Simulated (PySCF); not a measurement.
Method: core-valence-separated Tamm–Dancoff BHandHLYP/aug-pcX-1 (pcseg-1 on H) in PySCF, non-relativistic, gas phase, PBE0-D3(BJ)/def2-SVP geometry. BHandHLYP without relativity tends to put these K edges a few eV too low, so spacings mean more than positions.

Main lines of an unknown, eV (oscillator strength): C K: 283.0 (0.045), 283.0 (0.066), 283.2 (0.055), 283.3 (0.064), 283.4 (0.065); O K: 532.7 (0.023), 533.9 (0.013), 535.3 (0.007), 535.5 (0.010), 536.0 (0.006). Listed: the first five lines at most of each edge with a tenth or more of its strongest line's intensity; roots within 0.03 eV on the same or equivalent atoms are summed. Only the lowest roots were sought, and the top ones are left out.

Question: Which candidate gives them?
A. `C1=C[C@H]2C=C[C@@H]1O2`
B. `OC1=CC=CC=C1`

Answer: B. 

- `Oc1ccccc1`: C K: 283.0 (0.045), 283.0 (0.066), 283.2 (0.055), 283.3 (0.064), 283.4 (0.065); O K: 532.7 (0.023), 533.9 (0.013), 535.3 (0.007), 535.5 (0.010), 536.0 (0.006). First C line listed at 283.0 eV, hole on the aromatic CH carbon (1s→π*); first O line listed at 532.7 eV, hole on the phenol-type oxygen.
- `C1=C[C@H]2C=C[C@@H]1O2`: C K: 282.5 (0.222), 285.9 (0.056), 286.4 (0.053); O K: 531.6 (0.027), 533.8 (0.003), 534.3 (0.017), 534.7 (0.003). First C line listed at 282.5 eV, hole on the alkene CH carbon; first O line listed at 531.6 eV, hole on the cyclic ether oxygen.

One conformer each; other structures than these candidates weren't tested.

Shape of the structure used: `[OH:1][c:2]1[cH:3][cH:4][cH:5][cH:6][cH:7]1`: H–O1–C2–C3 180°.
